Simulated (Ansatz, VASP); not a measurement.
## Ge in VASP and in Ansatz

```
Ge
1.0
     0.00000    2.82868    2.82868
     2.82868    0.00000    2.82868
     2.82868    2.82868    0.00000
Ge
2
Direct
  0.50000 0.50000 0.50000
  0.75000 0.75000 0.75000
```

Alike in both runs: task relaxation of cell and atoms; functional PBEsol; k mesh 10 × 10 × 10; occupations fermi-dirac, width 0.05 eV; no spin polarisation.

|  | VASP | Ansatz |
| --- | --- | --- |
| version | VASP 6.6.1 | Ansatz 0.2.0 |
| potentials or method | VASP PAW PBE potentials, release 64 (Ge_d) | PAW with Ansatz's default frozen-core files, scalar-relativistic |
| plane-wave cutoff (eV) | 600 | 420 |
| valence electrons in the cell | 28 | 28 |

VASP gave:

```
relaxed volume (Å³/atom)                                     : 22.84
relaxed cell length with the largest relative difference (Å) : 4.012
```

Problem. What did Ansatz give for the same quantities?

Solution. Relaxed volume (Å³/atom): 22.86; relaxed cell length with the largest relative difference (Å): 4.013.

Caveats: the PAW data sets were made with another functional, which shifts forces and pressure a little (VASP). Zero-point motion and thermal expansion aren't in these numbers.
